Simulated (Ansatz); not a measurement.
# SiNi3 (Pm-3m) in Ansatz: convergence with xc grid

Aim: find how far xc grid must go before the results for SiNi3 settle, at PBEsol. This setting moves, with any that are tied to it; all else stays.

All numbers are computed with Ansatz 0.2.0; they aren't measurements. Logs are shortened: lines on timing, memory, paths and dates and some standing lists are left out, and cuts for length are marked.

## (1) Starting point

It takes space group Pm-3m (No. 221, cubic). Conventional cell: a = 3.542 Å, b = 3.542 Å, c = 3.542 Å, α = 90.00°, β = 90.00°, γ = 90.00°. Ni (site symmetry 4/mmm) is surrounded by 8 Ni at 2.50 Å and 4 Si at 2.50 Å. Si (site symmetry m-3m) has 12 Ni at 2.50 Å as nearest neighbours.

## (2) With xc grid 1

The input, input.yaml:

```yaml
crystal:
  lattice:
    - [3.542, 0.0, 0.0]
    - [0.0, 3.542, 0.0]
    - [0.0, 0.0, 3.542]
  atoms:
    - { symbol: Ni, position: [0.5, 0.5, 0.0], spin: 1.0 }
    - { symbol: Ni, position: [0.5, 0.0, 0.5], spin: 1.0 }
    - { symbol: Ni, position: [0.0, 0.5, 0.5], spin: 1.0 }
    - { symbol: Si, position: [0.0, 0.0, 0.0] }
hamiltonian:
  xc: pbesol
  pseudopotentials: { kind: paw, source: jth, xc_functional: pbe }
magnetization:
  spin_polarized: true
kpoints:
  mp_grid: { grid: [6, 6, 6] }
scf:
  occupations: { method: gaussian, width: 0.05 }
output:
  forces: true
  stress: true
  eigenvalues: true
basis:
  xc_grid: 1
```

Potentials or basis: JTH PAW.

Command:

```console
$ ansatz run input.yaml --threads 2 --pin off --max-ram 5632MiB --backend cpu --events-out ev --progress --plain --runs-dir out
```

What it wrote:

```text
Warning: the checks of this Ni dataset prove no rule for summing its radial tables, as where they were carried onto another mesh than they were made on, and Gregory's rule is taken, under which a leading mesh point left out moves its sums only by what lay on the interval it spanned. That does not make them correct, and they differ from Quantum ESPRESSO's on this file; a re-export a fraction of a mesh step off can move them. hamiltonian.pseudopotentials.radial_quadrature: simpson_from_first_knot sums it by `pw.x`'s rule; on a PAW file no value gives `pw.x`'s numbers. What more to know: hamiltonian.pseudopotentials.radial_quadrature, in the input reference
Warning: the checks of this Si dataset prove no rule for summing its radial tables, as where they were carried onto another mesh than they were made on, and Gregory's rule is taken, under which a leading mesh point left out moves its sums only by what lay on the interval it spanned. That does not make them correct, and they differ from Quantum ESPRESSO's on this file; a re-export a fraction of a mesh step off can move them. hamiltonian.pseudopotentials.radial_quadrature: simpson_from_first_knot sums it by `pw.x`'s rule; on a PAW file no value gives `pw.x`'s numbers. What more to know: hamiltonian.pseudopotentials.radial_quadrature, in the input reference
Warning: RAYON_NUM_THREADS=2 ignored (pool sized by the plan → 2); use --threads N
Engine: ansatz 0.2.0, aarch64-unknown-linux-gnu
Pseudopotentials: kind: paw
Pseudopotential: Ni, paw, valence charge 18, recommended cutoff 2400 eV (normal), Ni.paw.azcp
Pseudopotential: Si, paw, valence charge 4, recommended cutoff 390 eV (normal), Si.paw.azcp
Functional definition: PBEsol
  exchange = pbesol_x
  correlation = pbesol_c
Crystal: 4 atoms, lattice volume = 44.437 Å³
Basis set: ecut = 2400 eV, 11837 PW (Γ)
Bands: 37, of which v1, the nominal top of the filled ones, is band 29 counted from 1 (28 counted from 0)
Symmetry: 48 space group operations
Space group: Pm-3m (ITA 221), of the structure as read, at distance tolerance 3.5e-5 Å
Magnetic group: BNS 221.92 (UNI 1594), of the structure as read, at distance tolerance 3.5e-5 Å
k-points: 20 of 216
Non-local potential: Ni, projectors of the file, l = 0: 2, l = 1: 2, l = 2: 2
Non-local potential: Si, projectors of the file, l = 0: 2, l = 1: 2
PAW form: soft (Blöchl's): semilocal exchange-correlation on the pseudo side does not see the compensation charge
PAW frozen core: Ni, regenerated for the run's functional, and the local potential with it (the file was generated under x = pbe(κ = 0.804, μ = 0.2195149727645171), c = pbe(β = 0.06672455060314922))
PAW frozen core: Si, regenerated for the run's functional, and the local potential with it (the file was generated under x = pbe(κ = 0.804, μ = 0.2195149727645171), c = pbe(β = 0.06672455060314922))
PAW one-centre angular grid: Ni, 590 points (default); XC on 64 Gauss nodes
PAW one-centre angular grid: Si, 110 points (default); XC on 97 of its mesh's 825 points in the sphere
Initial density: superposition of atomic densities (chi_scale 0.1, normalization cell)
Starting moments: Σ|m| = 3 μB on 3 of 4 sites
Initial wavefunctions: pseudopotential atomic-orbital guess
[... 21 lines left out ...]
SCF converged after 13 iterations
Magnetization: 0.0000 μB (29.0000 up, 29.0000 down)
Absolute magnetization: 0.0000 μB (∫|ρ↑−ρ↓|, with the PAW one-centre terms)
Spin contamination: 0.0000 ħ² per cell (⟨S²⟩ above its minimum at these occupations)
Per-site moments (μB) at R_I (Å): [(5.506406698716557e-7, 1.0331360403221348), (5.506406706362699e-7, 1.0331360403221348), (5.506406699139745e-7, 1.0331360403221348), (-1.378248822421312e-7, 1.0331360403221348)]
Free energy (F): -18036.309048 eV
Harris-Foulkes:  -18036.309048 eV  (|F-HF|=1.09e-11)
Internal energy: -18036.305747 eV  (E = F + TS)
E sigma→0 (E₀):  -18036.307397 eV
Entropy (-TS):   -0.003301 eV (-0.825 meV/atom)
Fermi energy:    17.828954 eV
--- Per-component energies (eV) ---
  E_band       = -817.804344
  E_kinetic    = 2407.871890
  E_local      = -10876.599979  (includes V_loc(G=0)·N_el)
  E_nonlocal   = -532.894386
  E_hartree    = 3951.822616
  E_xc         = -605.016302
  E_vxc        = -753.714386  (∫ρ·V_xc dr)
  E_paw        = -3870.545943  (= ΣΔE_a)
  E_vpaw       = 1033.887322  (= ΣTr[D̂ρ^β])
  E_aug_tail   = 0.000095  (compensation charges beyond the density's cutoff)
  E_ewald      = -8511.566755
  E_core_change = 0.623017  (= ΣΔE_core)
  E_smearing   = -0.003301  (= −TS)
  E_closure    = -0.000000  (closes the sum)
  Σ components = -18036.309048   (vs F -18036.309048, Δ=0.00e0)
--- Forces (eV/Å), atoms counted from 1 ---
  atom   1  Ni    -0.00000000    -0.00000000    -0.00000000
  atom   2  Ni     0.00000000    -0.00000000     0.00000000
  atom   3  Ni     0.00000000    -0.00000000    -0.00000000
  atom   4  Si    -0.00000000    -0.00000000     0.00000000
  max |Σ_I F_I| component: 1.45e-28 eV/Å
--- Stress (GPa, compression-positive) ---
      -13.253935       0.000000      -0.000000
        0.000000     -13.253935       0.000000
        0.000000       0.000000     -13.253935
  P = ⅓ Tr σ = -13.2539 GPa (-132.539 kbar)
--- Band table (eV; the first three rows and the last of 40) ---
  k-point 0 ↑: bands = ["-85.0175", "-84.9858", "-84.9858", "-45.6263", "-45.6263", "-45.6263", "-45.5763", "-45.5763", "-45.5763", "-45.4247", "-45.4247", "-45.4247", "6.0533", "13.0660", "13.8972", "13.8972", "14.3990", "14.3990", "14.3990", "16.3330", "16.3330", "16.3330", "16.9216", "16.9216", "16.9216", "17.2369", "17.2369", "17.5502", "17.8482", "17.8482", "17.8482", "22.3210", "23.9998", "23.9998", "28.0509", "28.0509", "28.0509"]
  k-point 1 ↑: bands = ["-85.0156", "-84.9877", "-84.9858", "-45.6218", "-45.6218", "-45.6203", "-45.5778", "-45.5778", "-45.5767", "-45.4315", "-45.4277", "-45.4277", "6.3698", "12.9528", "13.5487", "14.1172", "14.3650", "14.3650", "14.4871", "15.9010", "15.9010", "16.2368", "16.2676", "17.0409", "17.0409", "17.1750", "17.2381", "17.4240", "17.8486", "18.4621", "18.4621", "22.7613", "23.9522", "25.0601", "27.0022", "27.0022", "27.4799"]
  k-point 2 ↑: bands = ["-85.0107", "-84.9925", "-84.9858", "-45.6112", "-45.6112", "-45.6070", "-45.5824", "-45.5824", "-45.5774", "-45.4465", "-45.4338", "-45.4338", "7.2506", "11.4028", "13.8118", "14.2488", "14.2488", "14.6635", "14.7018", "15.6766", "15.6766", "15.9455", "16.0057", "16.7547", "16.7547", "16.8290", "17.0142", "17.2952", "17.8492", "19.9613", "19.9613", "22.7837", "23.8314", "24.6530", "24.6530", "25.5554", "28.6764"]
  k-point 19 ↓: bands = ["-84.9962", "-84.9962", "-84.9962", "-45.6488", "-45.6488", "-45.6488", "-45.5742", "-45.5276", "-45.5276", "-45.5276", "-45.3949", "-45.3949", "9.8065", "13.6421", "13.6421", "13.6421", "14.1641", "14.1641", "14.1641", "15.6939", "15.6939", "15.6939", "16.4426", "16.4426", "16.4426", "16.6337", "16.6337", "17.3782", "17.6255", "17.6255", "17.6255", "18.9157", "21.6660", "21.6660", "21.6660", "34.2984", "34.2984"]
```

Run time: 36 s. Hardware: 2 threads of Arm Neoverse V1, shared host; peak memory 1.2 GiB.

Results:

* Free energy: -18036.3090 eV
* Pressure: -13.3 GPa
* Band gap on the k mesh: none (metal or under the smearing width)
* Net moment: 0.00 μB per cell
* Absolute moment: 0.00 μB per cell

## (3) With xc grid 2

Changes to input.yaml since step 2:

```diff
@@ -24,2 +24,2 @@
 basis:
-  xc_grid: 1
+  xc_grid: 2
```

Potentials or basis: JTH PAW.

Command:

```console
$ ansatz run input.yaml --threads 2 --pin off --max-ram 5632MiB --backend cpu --events-out ev --progress --plain --runs-dir out
```

It took 38 s on 2 threads of Arm Neoverse V1, shared host; peak memory 1.3 GiB.

What came out:

* Free energy: -18036.3090 eV
* Pressure: -13.3 GPa
* Band gap on the k mesh: none (metal or under the smearing width)
* Net moment: 0.00 μB per cell
* Absolute moment: 0.00 μB per cell

## (4) With xc grid 3

Changes to input.yaml since step 3:

```diff
@@ -24,2 +24,2 @@
 basis:
-  xc_grid: 2
+  xc_grid: 3
```

Command:

```console
$ ansatz run input.yaml --threads 2 --pin off --max-ram 5632MiB --backend cpu --events-out ev --progress --plain --runs-dir out
```

Wall time 38 s (2 threads of Arm Neoverse V1, shared host); peak memory 1.5 GiB.

It converged, with:

```yaml
Free_energy: -18036.3091 eV
Pressure: -13.3 GPa
Band_gap_on_the_k_mesh: none (metal or under the smearing width)
Net_moment: 0.00 μB per cell
Absolute_moment: 0.00 μB per cell
```

## (5) With xc grid 4

Changes to input.yaml since step 4:

```diff
@@ -24,2 +24,2 @@
 basis:
-  xc_grid: 3
+  xc_grid: 4
```

Command:

```console
$ ansatz run input.yaml --threads 2 --pin off --max-ram 5632MiB --backend cpu --events-out ev --progress --plain --runs-dir out
```

It took 41 s on 2 threads of Arm Neoverse V1, shared host; peak memory 2.1 GiB.

Results (log left out):

```
Free energy            : -18036.3091 eV
Pressure               : -13.3 GPa
Band gap on the k mesh : none (metal or under the smearing width)
Net moment             : 0.00 μB per cell
Absolute moment        : 0.00 μB per cell
```

## (6) With xc grid 5

Changes to input.yaml since step 5:

```diff
@@ -24,2 +24,2 @@
 basis:
-  xc_grid: 4
+  xc_grid: 5
```

Potentials or basis: JTH PAW.

Command:

```console
$ ansatz run input.yaml --threads 2 --pin off --max-ram 5632MiB --backend cpu --events-out ev --progress --plain --runs-dir out
```

Wall time 43 s (2 threads of Arm Neoverse V1, shared host); peak memory 3.1 GiB.

It converged, with:

```yaml
Free_energy: -18036.3091 eV
Pressure: -13.3 GPa
Band_gap_on_the_k_mesh: none (metal or under the smearing width)
Net_moment: 0.00 μB per cell
Absolute_moment: 0.00 μB per cell
```

## (7) Result

```csv
xc grid,"energy less the tightest run, at zero smearing (meV/atom)",SCF cycles,CPU time (s),peak memory (GiB)
1,0.00,13,72,1.2
2,0.00,13,75,1.3
3,0.00,13,76,1.5
4,0.00,13,80,2.1
5,0.00,13,84,3.1
```

Against the tightest run, the energy stays within 1 meV/atom from 1 on. The tightest run that finished is the yardstick and may itself not be fully converged.

Caveats: the starting moments weren't kept.
